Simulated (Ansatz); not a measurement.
# SnO2: compression at zero temperature

The task here is to estimate one member of a computed series from the others.

Computed with Ansatz 0.2.0 (DFT LDA, scalar-relativistic, plane waves, PAW, unless a step's input says otherwise).

1 further run of the same task is left out (set aside as unsound or not needed).

## The system as given

The structure is orthorhombic, space group Pbcn (No. 60). Conventional cell: a = 4.703 Å, b = 5.695 Å, c = 5.204 Å, α = 90.00°, β = 90.00°, γ = 90.00°. Sn (site symmetry 2) is surrounded by 6 O at 2.02 to 2.10 Å. O (site symmetry 1) is surrounded by 3 Sn at 2.02 to 2.10 Å.

Structure file:

```cif
data_structure
_symmetry_space_group_name_H-M 'Pbcn'
_symmetry_Int_Tables_number 60
_cell_length_a 4.7035
_cell_length_b 5.6952
_cell_length_c 5.2043
_cell_angle_alpha 90.000
_cell_angle_beta 90.000
_cell_angle_gamma 90.000
_cell_volume 139.41
loop_
_atom_site_label
_atom_site_type_symbol
_atom_site_symmetry_multiplicity
_atom_site_Wyckoff_symbol
_atom_site_fract_x
_atom_site_fract_y
_atom_site_fract_z
_atom_site_occupancy
Sn1 Sn 4 c 0.50000 0.66732 0.75000 1
O1 O 8 d 0.73102 0.60491 0.07763 1
```

It goes back to an entry of the Materials Project, which need not be the stable form.

This cell was relaxed beforehand with the same method: volume 11.62 Å³/atom, gap on the mesh 1.50 eV.

Set-up of the first run:

Contents of input.yaml:

```yaml
crystal:
  lattice:
    - [4.703452292, 0.0, 0.0]
    - [0.0, 5.6951729552, 0.0]
    - [0.0, 0.0, 5.2043295291]
  atoms:
    - { symbol: Sn, position: [0.5, 0.6673206257, 0.75] }
    - { symbol: Sn, position: [0.0, 0.8326793743, 0.25] }
    - { symbol: Sn, position: [0.5, 0.3326793743, 0.25] }
    - { symbol: Sn, position: [0.0, 0.1673206257, 0.75] }
    - { symbol: O, position: [0.731020714, 0.6049099344, 0.0776301518] }
    - { symbol: O, position: [0.231020714, 0.8950900656, 0.9223698482] }
    - { symbol: O, position: [0.768979286, 0.8950900656, 0.5776301518] }
    - { symbol: O, position: [0.268979286, 0.6049099344, 0.4223698482] }
    - { symbol: O, position: [0.731020714, 0.3950900656, 0.5776301518] }
    - { symbol: O, position: [0.231020714, 0.1049099344, 0.4223698482] }
    - { symbol: O, position: [0.768979286, 0.1049099344, 0.0776301518] }
    - { symbol: O, position: [0.268979286, 0.3950900656, 0.9223698482] }
basis:
  ecutwfc: 420
kpoints:
  mp_grid: { grid: [6, 6, 6] }
  band_path: { path: [VBM, CBM], npoints: 2 }
hamiltonian:
  xc: lda
scf:
  occupations: { method: gaussian, width: 0.02 }
output:
  forces: true
  stress: true
  eigenvalues: true
checkpoint:
  read: start.run
  write: ck
  compress: false
  write_wavefunctions: false
  write_every: 100000
```

Command:

```sh
> ansatz run input.yaml --threads 2 --pin off --max-ram 5120MiB --backend cpu --events-out ev --progress --plain --runs-dir out
```

Steps of the session up to this table: Band edges over the zone; Relaxing at -2 GPa; Band edges over the zone at -2 GPa; 2 GPa; Seeking the band edges at 2 GPa; Relaxing at 5 GPa; Band edges over the zone at 5 GPa; Target pressure 10 GPa; Seeking the band edges at 10 GPa; Relaxing at 20 GPa; Seeking the band edges at 20 GPa.

One table of the session follows, with a row left open; its other results are not shown here.

Lengths are those of the vectors of the cell that was run:

| P (GPa) | V (Å³/atom) | a (Å) | b (Å) | c (Å) | ΔH (eV/atom) |
| --- | --- | --- | --- | --- | --- |
| -2 | 11.74 | 4.719 | 5.718 | 5.221 | -0.146 |
| 0 | 11.62 | 4.703 | 5.695 | 5.204 | 0.000 |
| 2 | 11.50 | 4.689 | 5.673 | 5.188 | 0.144 |
| 5 | 11.34 | 4.670 | 5.641 | 5.164 | 0.358 |
| 10 | ? | ? | ? | ? | ? |
| 20 | 10.65 | 4.623 | 5.474 | 5.049 | 1.386 |

Estimate the missing values for P (GPa) = 10.

Worked estimate for «V (Å³/atom)». A straight line through the neighbours (5, 11.34) and (20, 10.65) gives 11.34 + (10.65 − 11.34) × (10 − 5) / (20 − 5) = 11.11; a parabola fitted to 3 rows on both sides gives 11.09.

The run gave: V (Å³/atom): 11.09; a (Å): 4.646; b (Å): 5.588; c (Å): 5.126; ΔH (eV/atom): 0.708. In «V (Å³/atom)» the line misses by +0.02 and the parabola by 0.00.

ΔH is E + PV over the energy at zero pressure; a, b and c are the vectors of the computed cell.

Caveats from the session: Other structures may take over in this range; these runs cannot find them.
